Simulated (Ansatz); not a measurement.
# Niobium, bcc under LDA: testing the k-point mesh

A convergence test of the k-point mesh. The geometry was relaxed under LDA beforehand and stays fixed; 7 values are run, from 2×2×2 to 20×20×20. Wanted are the values from which on the energy stays within 10 and 1 meV/atom, and the pressure within 0.5 GPa, of the last run. Within the series other settings stay, but some runs also write fields, which adds to their time. Spin polarisation is left out.

Method: DFT LDA, plane waves with PAW, scalar-relativistic, in Ansatz 0.2.0.

## (1) Starting point

Symmetry: Im-3m, No. 229, cubic system. Conventional cell: a = 3.246 Å, b = 3.246 Å, c = 3.246 Å, α = 90.00°, β = 90.00°, γ = 90.00°. Nb (site symmetry m-3m) is surrounded by 8 Nb at 2.81 Å.

Structure file:

```cif
data_structure
_symmetry_space_group_name_H-M 'Im-3m'
_symmetry_Int_Tables_number 229
_cell_length_a 3.2462
_cell_length_b 3.2462
_cell_length_c 3.2462
_cell_angle_alpha 90.000
_cell_angle_beta 90.000
_cell_angle_gamma 90.000
_cell_volume 34.21
loop_
_atom_site_label
_atom_site_type_symbol
_atom_site_symmetry_multiplicity
_atom_site_Wyckoff_symbol
_atom_site_fract_x
_atom_site_fract_y
_atom_site_fract_z
_atom_site_occupancy
Nb1 Nb 2 a 0.00000 0.00000 0.00000 1
```

## (2) With a k-mesh of 2×2×2

The run at 2×2×2.

input.yaml

```yaml
crystal:
  lattice:
    - [-1.6231103068, 1.6231103068, 1.6231103068]
    - [1.6231103068, -1.6231103068, 1.6231103068]
    - [1.6231103068, 1.6231103068, -1.6231103068]
  atoms:
    - { symbol: Nb, position: [0.0, 0.0, 0.0] }
hamiltonian:
  xc: lda
  pseudopotentials:
    kind: paw
    azcp:
      Nb: "pseudopotentials/Nb.paw.azcp"
basis:
  ecutwfc: 420
  fft_grid_basis: typed
kpoints:
  mp_grid: { grid: [2, 2, 2], shift: [0, 0, 0] }
magnetization:
  spin_polarized: false
scf:
  occupations: { method: fermi_dirac, width: 0.1 }
  lower_state_search: "off"
output:
  stress: true
```

Started as:

```sh
> ansatz run input.yaml --threads 2 --pin off --max-ram 5120MiB --backend cpu --events-out ev --progress --plain --runs-dir out
```

Log (excerpt; [...] marks lines left out):

```text
Warning: <dir> the record states the generating functional pbe (its physics header spells it `PBE`), which answers neither for hamiltonian.xc's functional nor for the lda family's — results may be inconsistent (PPs are generated against a specific XC)
Warning: RAYON_NUM_THREADS=2 ignored (pool sized by the plan → 2); use --threads N
[...]
Pseudopotentials: kind: paw
Pseudopotential: Nb, paw, valence charge 13, recommended cutoff 420 eV (normal), <dir>
Functional definition: SPW92
[...]
Crystal: 1 atoms, lattice volume = 17.104 Å³
Basis set: ecut = 420 eV, 321 PW (Γ)
Bands: 11, of which v1, the nominal top of the filled ones, is band 7 counted from 1 (6 counted from 0)
Symmetry: 48 space group operations
Space group: Im-3m (ITA 229), of the structure as read, at distance tolerance 2.6e-5 Å
k-points: 3 of 8
[...]
SCF iter   1: F=—  HF=-4443.851026 eV  |F-HF|=—  |Δ(HF+E_count)|=         —  Δρ=3.44e-2  dr2=8.57e-2  ethr=1.77e-3  ⟨swp⟩=4.3  Hψ=182  notcnv=0
[...]
SCF iter   6: F=-4443.829300 eV  HF=-4443.829300 eV  |F-HF|=8.55e-11  |Δ(HF+E_count)|=   4.25e-9  Δρ=1.64e-6  dr2=1.93e-10  ethr=3.71e-10  ⟨swp⟩=2.0  Hψ=112  notcnv=0
[...]
SCF converged after 6 iterations
Free energy (F): -4443.829300 eV
[...]
E sigma→0 (E₀):  -4443.781492 eV
Entropy (-TS):   -0.095615 eV (-95.615 meV/atom)
Fermi energy:    21.121247 eV
[...]
--- Stress (GPa, compression-positive) ---
      -23.272379      -0.000000       0.000000
        0.000000     -23.272379       0.000000
        0.000000       0.000000     -23.272379
  P = ⅓ Tr σ = -23.2724 GPa (-232.724 kbar)
```

It took 0.22 s on 2 threads of Arm Neoverse V2, shared host; peak memory 0.24 GiB.

## (3) With a k-mesh of 4×4×4

The run at 4×4×4.

input.yaml: that of step 2 with these lines changed.

```diff
@@ -17,3 +17,3 @@
 kpoints:
-  mp_grid: { grid: [2, 2, 2], shift: [0, 0, 0] }
+  mp_grid: { grid: [4, 4, 4], shift: [0, 0, 0] }
 magnetization:
```

Started as:

```sh
> ansatz run input.yaml --threads 2 --pin off --max-ram 5120MiB --backend cpu --events-out ev --progress --plain --runs-dir out
```

Log (excerpt; [...] marks lines left out):

```text
Warning: <dir> the record states the generating functional pbe (its physics header spells it `PBE`), which answers neither for hamiltonian.xc's functional nor for the lda family's — results may be inconsistent (PPs are generated against a specific XC)
Warning: RAYON_NUM_THREADS=2 ignored (pool sized by the plan → 2); use --threads N
[...]
[... 3 set-up lines as earlier in the session ...]
[...]
Crystal: 1 atoms, lattice volume = 17.104 Å³
Basis set: ecut = 420 eV, 321 PW (Γ)
Bands: 11, of which v1, the nominal top of the filled ones, is band 7 counted from 1 (6 counted from 0)
[... 2 set-up lines as earlier in the session ...]
k-points: 8 of 64
[...]
SCF iter   1: F=—  HF=-4442.619563 eV  |F-HF|=—  |Δ(HF+E_count)|=         —  Δρ=1.55e-2  dr2=2.38e-2  ethr=1.77e-3  ⟨swp⟩=4.8  Hψ=514  notcnv=0
[...]
SCF iter   6: F=-4442.610782 eV  HF=-4442.610782 eV  |F-HF|=8.91e-11  |Δ(HF+E_count)|=   3.20e-9  Δρ=2.97e-6  dr2=2.94e-10  ethr=6.58e-11  ⟨swp⟩=1.0  Hψ=260  notcnv=0
[...]
SCF converged after 6 iterations
Free energy (F): -4442.610782 eV
[...]
E sigma→0 (E₀):  -4442.589376 eV
Entropy (-TS):   -0.042812 eV (-42.812 meV/atom)
Fermi energy:    18.519730 eV
[...]
--- Stress (GPa, compression-positive) ---
        6.035459       0.000000      -0.000000
       -0.000000       6.035459      -0.000000
       -0.000000      -0.000000       6.035459
  P = ⅓ Tr σ = 6.0355 GPa (60.355 kbar)
```

Run time: 0.24 s. Hardware: 2 threads of Arm Neoverse V2, shared host; peak memory 0.24 GiB.

## (4) With a k-mesh of 5×5×5

The run at 5×5×5.

input.yaml: that of step 3 with these lines changed.

```diff
@@ -17,3 +17,3 @@
 kpoints:
-  mp_grid: { grid: [4, 4, 4], shift: [0, 0, 0] }
+  mp_grid: { grid: [5, 5, 5], shift: [0, 0, 0] }
 magnetization:
```

Started as:

```sh
> ansatz run input.yaml --threads 2 --pin off --max-ram 5120MiB --backend cpu --events-out ev --progress --plain --runs-dir out
```

Log (excerpt; [...] marks lines left out):

```text
Warning: <dir> the record states the generating functional pbe (its physics header spells it `PBE`), which answers neither for hamiltonian.xc's functional nor for the lda family's — results may be inconsistent (PPs are generated against a specific XC)
Warning: RAYON_NUM_THREADS=2 ignored (pool sized by the plan → 2); use --threads N
[...]
[... 3 set-up lines as earlier in the session ...]
[...]
Crystal: 1 atoms, lattice volume = 17.104 Å³
Basis set: ecut = 420 eV, 321 PW (Γ)
Bands: 11, of which v1, the nominal top of the filled ones, is band 7 counted from 1 (6 counted from 0)
[... 2 set-up lines as earlier in the session ...]
k-points: 10 of 125
[...]
SCF iter   1: F=—  HF=-4442.587442 eV  |F-HF|=—  |Δ(HF+E_count)|=         —  Δρ=5.91e-3  dr2=1.19e-3  ethr=1.77e-3  ⟨swp⟩=4.9  Hψ=629  notcnv=0
[...]
SCF iter   6: F=-4442.587475 eV  HF=-4442.587475 eV  |F-HF|=7.28e-12  |Δ(HF+E_count)|=  7.80e-10  Δρ=8.75e-7  dr2=4.42e-11  ethr=7.17e-11  ⟨swp⟩=1.5  Hψ=334  notcnv=0
[...]
SCF converged after 6 iterations
Free energy (F): -4442.587475 eV
[...]
E sigma→0 (E₀):  -4442.562755 eV
Entropy (-TS):   -0.049440 eV (-49.440 meV/atom)
Fermi energy:    18.677531 eV
[...]
--- Stress (GPa, compression-positive) ---
       -0.495148      -0.000000       0.000000
       -0.000000      -0.495148       0.000000
       -0.000000       0.000000      -0.495148
  P = ⅓ Tr σ = -0.4951 GPa (-4.951 kbar)
```

Wall time 0.24 s (2 threads of Arm Neoverse V2, shared host); peak memory 0.24 GiB.

## (5) With a k-mesh of 7×7×7

The run at 7×7×7.

input.yaml: that of step 4 with these lines changed.

```diff
@@ -17,3 +17,3 @@
 kpoints:
-  mp_grid: { grid: [5, 5, 5], shift: [0, 0, 0] }
+  mp_grid: { grid: [7, 7, 7], shift: [0, 0, 0] }
 magnetization:
```

Started as:

```sh
> ansatz run input.yaml --threads 2 --pin off --max-ram 5120MiB --backend cpu --events-out ev --progress --plain --runs-dir out
```

Log (excerpt; [...] marks lines left out):

```text
Warning: <dir> the record states the generating functional pbe (its physics header spells it `PBE`), which answers neither for hamiltonian.xc's functional nor for the lda family's — results may be inconsistent (PPs are generated against a specific XC)
Warning: RAYON_NUM_THREADS=2 ignored (pool sized by the plan → 2); use --threads N
[...]
[... 3 set-up lines as earlier in the session ...]
[...]
Crystal: 1 atoms, lattice volume = 17.104 Å³
Basis set: ecut = 420 eV, 321 PW (Γ)
Bands: 11, of which v1, the nominal top of the filled ones, is band 7 counted from 1 (6 counted from 0)
[... 2 set-up lines as earlier in the session ...]
k-points: 20 of 343
[...]
SCF iter   1: F=—  HF=-4442.610886 eV  |F-HF|=—  |Δ(HF+E_count)|=         —  Δρ=7.10e-3  dr2=2.67e-3  ethr=1.77e-3  ⟨swp⟩=5.0  Hψ=1278  notcnv=0
[...]
SCF iter   6: F=-4442.610205 eV  HF=-4442.610205 eV  |F-HF|=2.33e-9  |Δ(HF+E_count)|=   3.53e-8  Δρ=6.21e-6  dr2=2.99e-9  ethr=6.04e-10  ⟨swp⟩=2.4  Hψ=772  notcnv=0
[...]
SCF converged after 6 iterations
Free energy (F): -4442.610205 eV
[...]
E sigma→0 (E₀):  -4442.578554 eV
Entropy (-TS):   -0.063303 eV (-63.303 meV/atom)
Fermi energy:    18.580774 eV
[...]
--- Stress (GPa, compression-positive) ---
        0.281604      -0.000000       0.000000
        0.000000       0.281604      -0.000000
        0.000000      -0.000000       0.281604
  P = ⅓ Tr σ = 0.2816 GPa (2.816 kbar)
```

Wall time 0.28 s (2 threads of Arm Neoverse V2, shared host); peak memory 0.24 GiB.

## (6) With a k-mesh of 8×8×8

The run at 8×8×8.

input.yaml: that of step 5 with these lines changed.

```diff
@@ -17,3 +17,3 @@
 kpoints:
-  mp_grid: { grid: [7, 7, 7], shift: [0, 0, 0] }
+  mp_grid: { grid: [8, 8, 8], shift: [0, 0, 0] }
 magnetization:
```

Started as:

```sh
> ansatz run input.yaml --threads 2 --pin off --max-ram 5120MiB --backend cpu --events-out ev --progress --plain --runs-dir out
```

Log (excerpt; [...] marks lines left out):

```text
Warning: <dir> the record states the generating functional pbe (its physics header spells it `PBE`), which answers neither for hamiltonian.xc's functional nor for the lda family's — results may be inconsistent (PPs are generated against a specific XC)
Warning: RAYON_NUM_THREADS=2 ignored (pool sized by the plan → 2); use --threads N
[...]
[... 3 set-up lines as earlier in the session ...]
[...]
Crystal: 1 atoms, lattice volume = 17.104 Å³
Basis set: ecut = 420 eV, 321 PW (Γ)
Bands: 11, of which v1, the nominal top of the filled ones, is band 7 counted from 1 (6 counted from 0)
[... 2 set-up lines as earlier in the session ...]
k-points: 29 of 512
[...]
SCF iter   1: F=—  HF=-4442.641566 eV  |F-HF|=—  |Δ(HF+E_count)|=         —  Δρ=8.09e-3  dr2=4.36e-3  ethr=1.77e-3  ⟨swp⟩=5.0  Hψ=1857  notcnv=0
[...]
SCF iter   6: F=-4442.640101 eV  HF=-4442.640101 eV  |F-HF|=2.84e-10  |Δ(HF+E_count)|=   1.01e-8  Δρ=2.33e-6  dr2=3.80e-10  ethr=1.69e-10  ⟨swp⟩=1.9  Hψ=1020  notcnv=0
[...]
SCF converged after 6 iterations
Free energy (F): -4442.640101 eV
[...]
E sigma→0 (E₀):  -4442.617915 eV
Entropy (-TS):   -0.044373 eV (-44.373 meV/atom)
Fermi energy:    18.507926 eV
[...]
--- Stress (GPa, compression-positive) ---
        1.243077      -0.000000      -0.000000
       -0.000000       1.243077       0.000000
       -0.000000      -0.000000       1.243077
  P = ⅓ Tr σ = 1.2431 GPa (12.431 kbar)
```

Wall time 0.31 s (2 threads of Arm Neoverse V2, shared host); peak memory 0.24 GiB.

## (7) With a k-mesh of 11×11×11

The run at 11×11×11.

input.yaml: that of step 6 with these lines changed.

```diff
@@ -17,3 +17,3 @@
 kpoints:
-  mp_grid: { grid: [8, 8, 8], shift: [0, 0, 0] }
+  mp_grid: { grid: [11, 11, 11], shift: [0, 0, 0] }
 magnetization:
@@ -25 +25,5 @@
   stress: true
+  write_density: true
+  write_potential: true
+  elf: true
+  volumetric_format: npy
```

Started as:

```sh
> ansatz run input.yaml --threads 2 --pin off --max-ram 5120MiB --backend cpu --events-out ev --progress --plain --runs-dir out
```

Log (excerpt; [...] marks lines left out):

```text
Warning: <dir> the record states the generating functional pbe (its physics header spells it `PBE`), which answers neither for hamiltonian.xc's functional nor for the lda family's — results may be inconsistent (PPs are generated against a specific XC)
Warning: RAYON_NUM_THREADS=2 ignored (pool sized by the plan → 2); use --threads N
[...]
[... 3 set-up lines as earlier in the session ...]
[...]
Crystal: 1 atoms, lattice volume = 17.104 Å³
Basis set: ecut = 420 eV, 321 PW (Γ)
Bands: 11, of which v1, the nominal top of the filled ones, is band 7 counted from 1 (6 counted from 0)
[... 2 set-up lines as earlier in the session ...]
k-points: 56 of 1331
[...]
SCF iter   1: F=—  HF=-4442.613266 eV  |F-HF|=—  |Δ(HF+E_count)|=         —  Δρ=6.55e-3  dr2=2.19e-3  ethr=1.77e-3  ⟨swp⟩=5.0  Hψ=3602  notcnv=0
[...]
SCF iter   6: F=-4442.612642 eV  HF=-4442.612642 eV  |F-HF|=1.70e-9  |Δ(HF+E_count)|=   2.38e-8  Δρ=5.38e-6  dr2=2.20e-9  ethr=4.04e-10  ⟨swp⟩=4.9  Hψ=3183  notcnv=0
[...]
SCF converged after 6 iterations
Free energy (F): -4442.612642 eV
[...]
E sigma→0 (E₀):  -4442.585655 eV
Entropy (-TS):   -0.053974 eV (-53.974 meV/atom)
Fermi energy:    18.581260 eV
[...]
--- Stress (GPa, compression-positive) ---
        0.936295       0.000000       0.000000
        0.000000       0.936295      -0.000000
        0.000000      -0.000000       0.936295
  P = ⅓ Tr σ = 0.9363 GPa (9.363 kbar)
--- Band table (eV; the first three rows and the last of 56) ---
  k-point 0: bands = ["-35.5640", "-10.7972", "-10.7972", "-10.7972", "12.5869", "18.9134", "18.9134", "18.9134", "21.9896", "21.9896", "32.8865"]
[...]
```

Run time: 0.51 s. Hardware: 2 threads of Arm Neoverse V2, shared host; peak memory 0.26 GiB.

## (8) With a k-mesh of 20×20×20

The run at 20×20×20.

input.yaml: that of step 7 with these lines changed.

```diff
@@ -17,3 +17,3 @@
 kpoints:
-  mp_grid: { grid: [11, 11, 11], shift: [0, 0, 0] }
+  mp_grid: { grid: [20, 20, 20], shift: [0, 0, 0] }
 magnetization:
@@ -25,5 +25 @@
   stress: true
-  write_density: true
-  write_potential: true
-  elf: true
-  volumetric_format: npy
```

Started as:

```sh
> ansatz run input.yaml --threads 2 --pin off --max-ram 5120MiB --backend cpu --events-out ev --progress --plain --runs-dir out
```

Log (excerpt; [...] marks lines left out):

```text
Warning: <dir> the record states the generating functional pbe (its physics header spells it `PBE`), which answers neither for hamiltonian.xc's functional nor for the lda family's — results may be inconsistent (PPs are generated against a specific XC)
Warning: RAYON_NUM_THREADS=2 ignored (pool sized by the plan → 2); use --threads N
[...]
[... 3 set-up lines as earlier in the session ...]
[...]
Crystal: 1 atoms, lattice volume = 17.104 Å³
Basis set: ecut = 420 eV, 321 PW (Γ)
Bands: 11, of which v1, the nominal top of the filled ones, is band 7 counted from 1 (6 counted from 0)
[... 2 set-up lines as earlier in the session ...]
k-points: 256 of 8000
[...]
SCF iter   1: F=—  HF=-4442.621732 eV  |F-HF|=—  |Δ(HF+E_count)|=         —  Δρ=6.65e-3  dr2=2.21e-3  ethr=1.77e-3  ⟨swp⟩=5.0  Hψ=16435  notcnv=0
[...]
SCF iter   6: F=-4442.621169 eV  HF=-4442.621169 eV  |F-HF|=4.00e-9  |Δ(HF+E_count)|=   4.05e-8  Δρ=8.02e-6  dr2=5.13e-9  ethr=7.01e-10  ⟨swp⟩=2.1  Hψ=10008  notcnv=0
[...]
SCF converged after 6 iterations
Free energy (F): -4442.621169 eV
[...]
E sigma→0 (E₀):  -4442.598563 eV
Entropy (-TS):   -0.045213 eV (-45.213 meV/atom)
Fermi energy:    18.611117 eV
[...]
--- Stress (GPa, compression-positive) ---
        0.361802       0.000000       0.000000
        0.000000       0.361802      -0.000000
       -0.000000      -0.000000       0.361802
  P = ⅓ Tr σ = 0.3618 GPa (3.618 kbar)
```

Run time: 1.1 s. Hardware: 2 threads of Arm Neoverse V2, shared host; peak memory 0.31 GiB.

## (9) Convergence table

Energies count from the run at 20×20×20.

| k-mesh | k-points | E(σ → 0) (meV/atom) | P (GPa) | SCF cycles | CPU time |
| --- | --- | --- | --- | --- | --- |
| 2×2×2 | 3 | -1182.93 | -23.27 | 6 | 0.29 s |
| 4×4×4 | 8 | 9.19 | 6.04 | 6 | 0.32 s |
| 5×5×5 | 10 | 35.81 | -0.50 | 6 | 0.32 s |
| 7×7×7 | 20 | 20.01 | 0.28 | 6 | 0.4 s |
| 8×8×8 | 29 | -19.35 | 1.24 | 6 | 0.45 s |
| 11×11×11 | 56 | 12.91 | 0.94 | 6 | 0.84 s |
| 20×20×20 | 256 | 0.00 | 0.36 | 6 | 2 s |

## (10) Summary of results

```
                                           quantity                        value
      E(σ → 0) stays within 10 meV/atom of 20×20×20  not reached before 20×20×20
                   E(σ → 0) stays within 1 meV/atom  not reached before 20×20×20
                      pressure stays within 0.5 GPa  not reached before 20×20×20
                               pressure at 20×20×20                     0.36 GPa
                    CPU time, dearest over cheapest                          7.1
energy of a separate run on a finer mesh (22×22×22)  +0.5 meV/atom from 20×20×20
```

In words: The far end, 2×2×2, lies -1183 meV/atom and -23.6 GPa from the yardstick. Convergence in k is not monotonic; the energy swings about its limit. The energy has not settled to 1 meV/atom before the last mesh. Metals converge slowly, as the Fermi surface must be resolved. A run on a finer mesh agrees with the yardstick to 1 meV/atom. The cell taken over is 5 % smaller than the measured one (17.98 Å³/atom, COD).
